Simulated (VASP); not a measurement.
A run of VASP 6.6.1:

Contents of INCAR:

```
SYSTEM = Ba
PREC = Accurate ; ENCUT = 520
EDIFF = 1E-7 ; ISMEAR = -1
SIGMA = 0.1 ; LREAL = .FALSE.
LASPH = .TRUE. ; NELM = 100
ALGO = Normal ; ISIF = 2
LWAVE = .FALSE. ; LCHARG = .TRUE.
GGA = PS ; LELF = .TRUE.
LVHAR = .TRUE. ; NBANDS = 11
```

File KPOINTS:

```
regular mesh
0
G
  10 10 10
  0 0 0
```

POSCAR

```
Ba
1.0
    0.0000000000      3.0811059987      3.0811059987
    3.0811059987      0.0000000000      3.0811059987
    3.0811059987      3.0811059987      0.0000000000
Ba
1
Direct
    0.0000000000      0.0000000000      0.0000000000
```

Potentials or basis: VASP PAW PBE potentials, release 64 (Ba_sv).

Command:

```console
$ cat potpaw_PBE.64/Ba_sv/POTCAR > POTCAR
$ mpirun -np 1 vasp_std > vasp.out
```

Hardware: 1 thread of AMD EPYC 7R43 64-Core Processor (Zen 3) (shared host).

Problem. How long does it take, and how much memory?

Solution. Run time: 34 s on 1 thread of AMD EPYC 7R43 64-Core Processor (Zen 3), with other jobs on the host, peak memory 0.15 GiB. Counts: scf iterations 10, k points 47.
